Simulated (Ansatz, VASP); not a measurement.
# One calculation of ZrB, two programs

```
Zr B
1.0
     0.00000    2.45643    2.45643
     2.45643    0.00000    2.45643
     2.45643    2.45643    0.00000
Zr B
1 1
Direct
  0.00000 0.00000 0.00000
  0.50000 0.50000 0.50000
```

Alike in both runs: functional r2SCAN; k mesh 7 × 7 × 7; occupations fermi-dirac, width 0.0502 eV; no spin polarisation.

Ansatz relaxed the structure, and its values are those at the end. VASP's run is a single point on that final structure, the one shown.

|  | VASP | Ansatz |
| --- | --- | --- |
| version | VASP 6.6.1 | Ansatz 0.2.0 |
| potentials or method | VASP PAW PBE potentials, release 64 (Zr_sv, B) | PAW plane waves |
| plane-wave cutoff (eV) | 520 | 500 |
| valence electrons in the cell | 15 | 15 |

```csv
,VASP,Ansatz,Ansatz less VASP
gap on the k mesh at the Fermi level (eV),none,none,-
pressure (GPa),0.1,0.0,-0.05
```

A gap of «none» marks a metal or a gap that the smearing closes.

Caveats: the PAW data sets were made with another functional, which shifts forces and pressure a little (VASP).
